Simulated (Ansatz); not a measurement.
# HfO2: the cell at several levels of theory

Cell and atoms of HfO2 (rutile) are relaxed in turn with PBE, r2SCAN, PBEsol and LDA. This is a trial cell built on a prototype, not taken from a measured structure, and it needn't be the compound's ground state.

Program: Ansatz 0.2.0. PAW datasets, plane waves, zero pressure. All values are calculated for a non-magnetic cell, which may be hypothetical.

### 1 The cell

This is the cell as the run starts from it, not yet at rest; its lengths are not the crystal's.

It is tetragonal, P4_2/mnm (No. 136); conventional cell a = 5.528 Å, c = 3.649 Å, 18.58 Å³ an atom. Around Hf lie 6 O at 2.38 Å; around O lie 3 Hf at 2.38 Å.

Coordinates:

```cif
data_structure
_symmetry_space_group_name_H-M 'P4_2/mnm'
_symmetry_Int_Tables_number 136
_cell_length_a 5.5282
_cell_length_b 5.5282
_cell_length_c 3.6486
_cell_angle_alpha 90.000
_cell_angle_beta 90.000
_cell_angle_gamma 90.000
_cell_volume 111.51
loop_
_atom_site_label
_atom_site_type_symbol
_atom_site_symmetry_multiplicity
_atom_site_Wyckoff_symbol
_atom_site_fract_x
_atom_site_fract_y
_atom_site_fract_z
_atom_site_occupancy
Hf1 Hf 2 a 0.00000 0.00000 0.00000 1
O1 O 4 f 0.30500 0.30500 0.00000 1
```

### 2 Relaxation with PBE

Contents of input.yaml:

```yaml
crystal:
  lattice:
    - [5.52819994, 0.0, 0.0]
    - [0.0, 5.52819994, 0.0]
    - [0.0, 0.0, 3.6486119604]
  atoms:
    - { symbol: Hf, position: [0.0, 0.0, 0.0] }
    - { symbol: Hf, position: [0.5, 0.5, 0.5] }
    - { symbol: O, position: [0.305, 0.305, 0.0] }
    - { symbol: O, position: [0.195, 0.805, 0.5] }
    - { symbol: O, position: [0.805, 0.195, 0.5] }
    - { symbol: O, position: [0.695, 0.695, 0.0] }
kpoints:
  mp_grid: { grid: [4, 4, 6] }
hamiltonian:
  xc: pbe
scf:
  occupations: { method: fermi_dirac, width: 0.02 }
relax:
  f_tol: 0.005
  cell: {}
```

Launch:

```bash
$ ansatz run input.yaml --threads 2 --pin off --max-ram 20275MiB --backend cpu --events-out ev --progress --plain --runs-dir out
```

After this run come: r2SCAN: cell and atoms; Relaxing with PBEsol; LDA: cell and atoms.

What does the calculation give? Wanted: for each run, a; c; volume; space group; SCF geometries.

**Answer**, as computed:

| level | a (Å) | c (Å) | volume (Å³/atom) | space group | SCF geometries |
| --- | --- | --- | --- | --- | --- |
| PBE | 4.880 | 3.238 | 12.854 | P4_2/mnm | 10 |
| r2SCAN | 4.838 | 3.220 | 12.563 | P4_2/mnm | 6 |
| PBEsol | 4.830 | 3.210 | 12.481 | P4_2/mnm | 8 |
| LDA | 4.789 | 3.186 | 12.178 | P4_2/mnm | 8 |

From the start to the first minimum the volume moved by -30.8 %. LDA gives the smallest cell and PBE the largest; they differ by 5.6 % in volume, a mean of 1.8 % in length. The meshes differ: PBE 4×4×6, r2SCAN 6×6×8, PBEsol 6×6×8, LDA 6×6×8.
